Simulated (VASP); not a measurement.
# TiS2: single point with revPBE+U

The system is TiS2.

```
Ti S
1.0
     3.50066    0.00000    0.00000
    -1.75033    3.03166    0.00000
     0.00000    0.00000    5.84299
Ti S
1 2
Direct
  0.00000 0.00000 0.00000
  0.66667 0.33333 0.75000
  0.33333 0.66667 0.25000
```

The cell isn't the ideal one: volume scaled by 1.08.

```yaml
Program: VASP 6.6.1
Task: single point
Functional: revPBE
Potentials_or_basis: VASP PAW PBE potentials, release 64 (Ti_sv, S)
Cutoff: 520 eV
k_mesh: 9 × 9 × 5
Occupations: fermi-dirac, width 0.1 eV
Spin: no spin polarisation
Hubbard_terms: Ti d U = 8.0 eV
```

- Pressure: 1.7 GPa
- Largest force: 0.441 eV/Å
- Band gap on the k mesh: 1.12 eV, indirect (least direct gap 1.65 eV)

Forces on the atoms (eV/Å):
```
Ti   0.000  0.000  0.000
S    0.000  0.000  0.441
S    0.000  0.000 -0.441
```

Stress tensor (GPa, compression positive):
```
2.18 0.00 0.00
0.00 2.18 0.00
0.00 0.00 0.66
```

Levels at points of the mesh, in eV from the valence-band top:
```
           k point  band 9  band 10  band 11  band 12  band 13  band 14  band 15  band 16
(0.00, 0.00, 0.00)   -2.50    -0.05     0.00     0.00     1.65     1.65     2.16     3.26
```

Eigenvalues of the final occupation matrices:
```tsv
site	spin	trace	eigenvalues
site 1 d	1	0.73	0.05 0.05 0.05 0.28 0.28
site 1 d	2	0.73	0.05 0.05 0.05 0.28 0.28
```

Run time: 49 s on 1 thread of AMD EPYC 9R45 (Zen 5), on a shared host, peak memory 0.18 GiB.

Caveat: the PAW data sets were made with another functional, which shifts forces and pressure a little; an odd mesh through Γ misses points on the zone boundary, where band edges often lie; this functional lacks dispersion, which binds the layers, so the pressure and a relaxed spacing across them are unreliable.
